### Question

Bulk 2H molybdenum disulfide is a layered semiconductor. A group wants to choose a level of theory for its band gap and has computed the values below, all at the same fixed atomic positions.

Bulk 2H MoS2 (space group P6_3/mmc, 6 atoms per cell, a = 3.173 Å, c = 12.436 Å), relaxed with r2SCAN+rVV10 and computed with Ansatz 0.2.0, plane-wave PAW, without spin polarisation. The cutoff is 420 eV (500 eV for r2SCAN) and the k mesh 12×12×2 (6×6×2 for HSE06 and PBE0). Gaps are the least over the k mesh and a few added k points.

```
level of theory  band gap (eV)  least direct gap (eV)
            PBE          0.938                  1.635
         r2SCAN          1.032                  1.742
          HSE06          1.477                  2.092
        PBE+SOC          0.921                  1.599
           PBE0          2.133                  2.752
```

The band gap is the smallest energy between any filled and any empty level. The least direct gap joins levels of equal crystal momentum, as the absorption of light without help from lattice vibrations requires. PBE and r2SCAN are semilocal functionals, HSE06 and PBE0 are hybrids with a quarter of exact exchange, and SOC stands for spin–orbit coupling. As rough recalled values, the real crystal has an indirect gap of 1.2 to 1.3 eV and begins to absorb strongly near 1.9 eV.

(a) What can each level be trusted for?
(b) Both hybrids contain the same fraction of exact exchange. Why are their gaps so far apart? Estimate the difference.
(c) Which of the two hybrids suits this crystal, and why?
(d) Weigh accuracy against cost and give advice.

### Model answer

**(a)** Every row makes the gap indirect, with the direct gap at least 0.6 eV higher. For that yes-or-no question the cheapest level is enough. The size of the gap is another matter: PBE lies about 0.3 eV below the recalled indirect gap, and PBE0 lies more than 0.8 eV above it. r2SCAN falls short and HSE06 overshoots, each by 0.2 to 0.3 eV.

PBE is too low for a well-known reason. It gives filled and empty orbitals the same local potential, although an electron already in the crystal is repelled by one electron fewer than an added one. r2SCAN also looks at the kinetic energy of the orbitals and can treat the two kinds slightly differently. Its gain over PBE is only 0.1 eV, less than the error that remains.

Spin–orbit coupling lowers the direct gap by 0.04 eV. This gap lies at K, a corner of the Brillouin zone, where the upper valence levels are mainly molybdenum d orbitals that carry angular momentum and are pushed apart. The valence top at Γ, the zone centre, has no such splitting, and the lowest conduction level hardly moves either, so the indirect gap changes by less than 0.01 eV when both runs are compared on the same k mesh. The larger drop in the table arises because the run with spin–orbit coupling was also read at a k point nearer the conduction minimum. The coupling matters for the fine structure at K, but it does not repair the error of a functional.

**(b)** HSE06 cuts the Coulomb interaction into a short-range and a long-range part. Both hybrids use a quarter of exact exchange at short range, but only PBE0 keeps it at long range. The difference between them is therefore the effect of the tail.

The tail has the form $\mathrm{erf}(\omega r)/r$, where $r$ is the distance between two electrons and $\omega$, about 0.11 per bohr, sets where the cut falls. This function falls slowly: at $r=1/\omega$, roughly 5 Å or two Mo–S bonds, it has lost only a quarter of its value at the origin. Exchange acts only as far as the filled orbitals at two points are related, and in a semiconductor this relation fades quickly with distance. Over that short reach the tail can be replaced by its value at $r=0$, which is $2\omega/\sqrt{\pi}$.

Exchange with a constant interaction is simple: it lowers each filled level by that constant and leaves each empty level alone. If the semilocal exchange that is replaced shifts both band edges alike, the fraction $a=0.25$ should open the gap by at most

$$
\Delta E \approx a\,\frac{2\omega}{\sqrt{\pi}} = 0.25\times\frac{2\times 0.11}{\sqrt{\pi}}\ \text{hartree} \approx 0.031\ \text{hartree} \approx 0.84\ \text{eV}.
$$

The table gives 0.66 eV for both gaps, or 78 % of this ceiling. No row of the table entered the estimate. It comes out too high at least in part because the real tail falls off with distance.

The band edges show the same mechanism at work. From HSE06 to PBE0 the valence edge sinks by 0.34 eV and the conduction edge rises by 0.32 eV. The rise may look odd, since exchange with a constant interaction leaves empty levels alone. It comes from the semilocal exchange that is taken out at the same time: this had pulled both kinds of level down, and its removal lets both rise. Only the filled levels are then pulled down again, by more than they rose.

**(c)** HSE06 suits this crystal better, because the other electrons weaken the long-range interaction. An ion in a liquid is a simpler case of the same thing. Close to the ion its full field acts, but farther out the liquid has polarised and the field is divided by the dielectric constant $\varepsilon$. The comparison holds for the principle only, since a liquid screens equally in all directions and a layered crystal does not.

For bulk MoS₂ the electronic $\varepsilon$ is roughly 12 as a recalled average over directions. At long range about one twelfth of the exchange should therefore survive. PBE0 keeps a quarter, three times as much, while HSE06 keeps none, which is the smaller error. The same comparison of $1/\varepsilon$ with one quarter gives a first hint whether PBE0 will overshoot in a related semiconductor.

A rough test is to draw a straight line from the PBE gap to the PBE0 gap and read it at one twelfth of exact exchange. The result is 1.3 eV, close to the recalled gap. This supports the view that PBE0 contains too much exchange for this crystal. It does not single out the tail, because the line reduces the short-range exchange as well.

**(d)** PBE applies one local exchange–correlation potential to each orbital. A hybrid must also pair each orbital with every filled orbital at every k point. Here that makes 26 × 72 = 1872 partners, so the basic step is dearer by roughly a factor of a thousand before symmetry and other savings. HSE06 and PBE0 cost about the same, r2SCAN costs somewhat more than PBE but far less than a hybrid, and spin–orbit coupling multiplies the cost of PBE by a small factor.

The advice follows from the purpose:

- To learn whether this crystal's gap is indirect, or for a first survey of many structures, use PBE or r2SCAN.
- For the gap of this crystal to within about 0.3 eV, r2SCAN is the cheap choice and HSE06 the better founded one.
- For the valence levels near K, include spin–orbit coupling.
- For this crystal's gap, leave PBE0 aside: it costs as much as HSE06 and is much farther off.

No row is good to 0.1 eV, and some uses need that. The number of carriers set free by heat varies as $\exp(-E_g/2k_BT)$, where $E_g$ is the gap and $k_BT$ is about 0.026 eV at room temperature. An error of 0.2 eV in the gap then changes this number by a factor of $\exp(0.2/0.052)$, or nearly fifty. For such a purpose a measured gap should be used.

### Remarks on the reasoning

**Equal distance from experiment is not equal quality.** r2SCAN and HSE06 miss the recalled indirect gap by similar amounts, so the numbers alone do not rank them. The calculations hold the atoms still, whereas in most semiconductors their motion narrows the measured gap. Allowing for this would shrink the excess of HSE06 and widen the deficit of r2SCAN. That is an argument for HSE06, but the size of the effect is untested here.

**Equal steps do not identify a cause.** It is tempting to take the equal opening of both gaps from HSE06 to PBE0 as the signature of the flat tail. Yet r2SCAN also raises both gaps by equal amounts over PBE when the same k mesh is used, and it has no exact exchange at all. That the step comes from the tail follows from how the two functionals are built. Its size, somewhat below the estimate, is what supports treating the tail as nearly constant.

**The PBE0 value leans on a numerical detail.** In the plane of the layers, the k points of the hybrid runs are 0.38 Å⁻¹ apart, while the long-range interaction is only about 0.42 Å⁻¹ wide in the same units. Few points sample it, and much depends on how the program treats its divergence at zero momentum. A denser mesh of 12×12×2 points would test this at about eleven times the exchange work. Until that is done, the numerical error of the PBE0 gap is unknown, and so is that of the step compared with the estimate in part (b).

**An indirect gap can change its end point.** In PBE and r2SCAN the lowest empty level lies between Γ and K, but in HSE06 it lies at K, at least among the k points computed. Someone who models electron transport needs to know which valley fills first, and these levels disagree on it. Agreement that the gap is indirect does not settle that question.

The output below lists the steps between levels, the misses and the estimates used here.

The analysis program printed:

```
Steps from PBE in eV:
      row  indirect gap  indirect gap on the mesh  direct gap  direct less indirect
      PBE             0                         0           0                 0.697
   r2SCAN         0.094                    0.1058       0.107                  0.71
    HSE06         0.539                     0.539       0.457                 0.615
  PBE+SOC        -0.017                  -0.00567      -0.036                 0.678
     PBE0         1.195                     1.195       1.117                 0.619
Misses against rough recalled measured gaps in eV:
      row  indirect less 1.2  indirect less 1.3  direct less 1.9
      PBE             -0.262             -0.362           -0.265
   r2SCAN             -0.168             -0.268           -0.158
    HSE06              0.277              0.177            0.192
  PBE+SOC             -0.279             -0.379           -0.301
     PBE0              0.933              0.833            0.852
Step HSE06 to PBE0 in the indirect gap (eV): 0.656
Step HSE06 to PBE0 in the direct gap (eV): 0.66
Flat-kernel ceiling for this step (eV): 0.8444
Computed indirect step as percentage of the ceiling: 77.69
Long-range share of the rise PBE to PBE0 in the indirect gap (percent): 54.9
Shift of the valence edge from HSE06 to PBE0 (eV): -0.3353
Shift of the conduction edge from HSE06 to PBE0 (eV): 0.3211
HSE06 direct gap with the SOC shift of PBE added (eV): 2.056
Screened exchange fraction 1/12: 0.08333
Gap at this fraction on the straight line PBE to PBE0 (eV): 1.336
Spacing of the hybrid k mesh in the plane (1/angstrom): 0.3811
Spacing of the hybrid k mesh along c (1/angstrom): 0.2526
Width 2w of the long-range kernel (1/angstrom): 0.4157
Exchange partners of one orbital on the 6x6x2 mesh: 1872
Growth of the exchange work from 6x6x2 to 12x12x2 (factor): 10.86
```
